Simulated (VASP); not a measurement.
Here is a VASP 6.6.1 calculation.

The input INCAR:

```
PREC = Accurate
ENCUT = 600
EDIFF = 1E-6
ISMEAR = 0
SIGMA = 0.1
LREAL = F
LASPH = T
NELM = 100
ALGO = Normal
ISIF = 3
LWAVE = F
LCHARG = F
GGA = PE
IBRION = 2
NSW = 60
EDIFFG = -0.04
```

The input KPOINTS:

```
regular mesh
0
Gamma
  4 4 4
```

File POSCAR:

```
BaHfO3
1.0
    4.1695670000      0.0000000000      0.0000000000
    0.0000000000      4.1695670000      0.0000000000
    0.0000000000      0.0000000000      4.1703770000
Ba Hf O
1 1 3
Direct
    0.5000000000      0.5000000000      0.9964250000
    0.0000000000      0.0000000000      0.4978750000
    0.0000000000      0.5000000000      0.4988900000
    0.5000000000      0.0000000000      0.4988900000
    0.0000000000      0.0000000000      0.9979410000
```

Potentials or basis: VASP PAW PBE potentials, release 64 (Ba_sv, Hf_pv, O).

Command:

```bash
$ cat potpaw_PBE.64/Ba_sv/POTCAR potpaw_PBE.64/Hf_pv/POTCAR potpaw_PBE.64/O/POTCAR > POTCAR
$ mpirun -np 1 vasp_std > vasp.out
```

(1) Predict the band gap on the k mesh.

(2) Estimate the relaxed volume.

(3) Estimate the space group after relaxing (to 0.05 Å).

(4) Predict the relaxed cell.

Results:

(1) 3.54 eV, indirect (least direct gap 3.78 eV).

(2) 14.82 Å³/atom.

(3) Pm-3m (No. 221).

(4) a = 4.200 Å, b = 4.200 Å, c = 4.201 Å, α = 90.00°, β = 90.00°, γ = 90.00°.

Caveat: spin-orbit coupling is left out, which moves the levels of the heavy elements.
